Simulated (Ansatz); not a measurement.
# Au: course of a relaxation

These are results of DFT PBE, scalar-relativistic, plane waves, PAW in Ansatz, not measurements. (420 eV cutoff, 18×18×12 k-mesh, Gaussian smearing of 0.10 eV, no spin polarisation)

What was changed: biaxial strain in the a-b plane, c and atoms relaxed: -1.0 %.

Spin–orbit coupling is left out, which can shift energies with elements as heavy as these.

Command:

```bash
ansatz run input.yaml --threads 1 --pin off --max-ram 2560MiB --backend cpu --events-out ev --progress --plain --runs-dir out
```

Input:

```yaml
crystal:
  lattice:
    - [2.0581585985, 2.0581585985, 0.0]
    - [-2.0581585985, 2.0581585985, 0.0]
    - [0.0, 0.0, 4.1828435356]
  atoms:
    - { symbol: Au, position: [0.0, 0.0, 0.0] }
    - { symbol: Au, position: [0.5, 0.5, 0.5] }
basis:
  ecutwfc: 420
kpoints:
  mp_grid: { grid: [18, 18, 12] }
hamiltonian:
  xc: pbe
scf:
  occupations: { method: gaussian, width: 0.1 }
output:
  forces: true
  stress: true
  eigenvalues: true
relax:
  adjacent_minimum: "off"
  f_tol: 0.008
  max_steps: 40
  cell: { stress_tol: 0.015, fix: [a, b, gamma] }
```

F is the free energy. Steps run on the plane waves of an earlier cell, but the last one, and at times one on the way, on a freshly chosen basis, so a repeated geometry can differ a little in energy. The held parts of the cell keep their stress, so P needn't end at zero.

Steps:

```
step F − F(1) (eV) largest force component (eV/Å) V (Å³/atom) P (GPa)
   1         0.0000                           0.000       17.719     2.09
   2        -0.0011                           0.000       18.008    -0.22
   3        -0.0017                           0.000       17.906     0.56
   4        -0.0017                           0.000       17.902     0.59
   5        -0.0019                           0.000       17.902     0.59
```

Relaxed structure:

```
CELL_PARAMETERS angstrom
2.05816 2.05816 0.00000
-2.05816 2.05816 0.00000
0.00000 0.00000 4.22608
ATOMIC_POSITIONS crystal
Au 0.00000 0.00000 0.00000
Au 0.50000 0.50000 0.50000
```

It takes space group I4/mmm (No. 139, tetragonal). Conventional cell: a = 2.911 Å, b = 2.911 Å, c = 4.226 Å, α = 90.00°, β = 90.00°, γ = 90.00°. Au (site symmetry 4/mmm) is surrounded by 12 Au at 2.91 to 2.95 Å.

The run converged. Time: 46 s on 1 thread of Intel(R) Xeon(R) Platinum 8375C CPU @ 2.90GHz (Ice Lake), on a shared host, peak memory 0.58 GiB.